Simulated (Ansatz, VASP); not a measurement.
BN in VASP and in Ansatz

```
B N
1.0
     2.50093    0.00000    0.00000
    -1.25046    2.16587    0.00000
     0.00000    0.00000    6.87426
B N
2 2
Cartesian
  0.0000 1.4439 1.7186
  1.2505 0.7220 5.1557
  0.0000 1.4439 5.1557
  1.2505 0.7220 1.7186
```

Alike in both runs: functional r2SCAN; k mesh 12 × 12 × 4; occupations gaussian, width 0.02 eV; no spin polarisation.

Ansatz relaxed the structure, and its values are those at the end. VASP's run is a single point on that final structure, the one shown.

|  | VASP | Ansatz |
| --- | --- | --- |
| version | VASP 6.6.1 | Ansatz 0.2.0 |
| potentials or method | VASP PAW PBE potentials, release 64 (B, N) | scalar-relativistic, plane waves, PAW |
| plane-wave cutoff (eV) | 520 | 500 |
| valence electrons in the cell | 16 | 16 |

```tsv
	VASP	Ansatz	Ansatz less VASP
gap on the k mesh at the Fermi level (eV)	4.93	4.89	-0.039
least direct gap on the mesh (eV)	5.37	5.31	-0.061
pressure (GPa)	0.4	0.0	-0.38
```

With one functional, cell and mesh, what is left measures potentials, basis and numerics.

Caveats: the PAW data sets were made with another functional, which shifts forces and pressure a little (VASP). A k mesh can miss the band edges. r2SCAN opens gaps a little over a GGA but as a rule still falls short of measured ones.
